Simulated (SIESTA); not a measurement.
The system is TiO2 (Anatase).

```
CELL_PARAMETERS angstrom
-1.89210 1.89210 4.75730
1.89210 -1.89210 4.75730
1.89210 1.89210 -4.75730
ATOMIC_POSITIONS crystal
Ti 0.75000 0.25000 0.50000
Ti 0.00000 0.00000 0.00000
O 0.79190 0.79190 0.00000
O 0.54190 0.04190 0.50000
O 0.95810 0.45810 0.50000
O 0.20810 0.20810 0.00000
```

Program: SIESTA 5.4.2. Alike in all runs: task band structure; no spin polarisation; cell as given; smearing fermi-dirac 0.05 eV; grid cutoff 800 Ry.

Task: Order these runs on this cell by their pressure, lowest first.
A. level PBEsol; potentials or basis PseudoDojo 0.4 standard (PBEsol files), DZP (energy shift 0.003 Ry; two zetas on semicore shells); k mesh 7 × 7 × 7; energy shift 0.003 Ry
B. level BLYP; potentials or basis PseudoDojo 0.4 standard (PBE files), DZP (energy shift 0.003 Ry; two zetas on semicore shells); k mesh 10 × 10 × 10; energy shift 0.003 Ry
C. level B86bPBE; potentials or basis PseudoDojo 0.4 standard (PBE files), DZP (energy shift 0.002 Ry); k mesh 7 × 7 × 7; energy shift 0.002 Ry
D. level LDA; potentials or basis PseudoDojo 0.4 standard (LDA files), DZP (energy shift 0.003 Ry; two zetas on semicore shells); k mesh 7 × 7 × 7; energy shift 0.003 Ry
E. level PBEJsJrLO; potentials or basis PseudoDojo 0.4 standard (PBE files), DZP (energy shift 0.002 Ry); k mesh 7 × 7 × 7; energy shift 0.002 Ry

Result: D (-2.4 GPa), A (2.9 GPa), E (4.4 GPa), C (9.2 GPa), B (14.9 GPa).

Caveats: the basis of atomic orbitals isn't converged, which shifts pressures, moduli and gaps; the potentials were made for another functional, which shifts forces and pressure (some runs); semicore shells carry a single zeta, which can move pressures by several GPa and volumes by a few percent (some runs).

Not every run made on this cell is shown here.
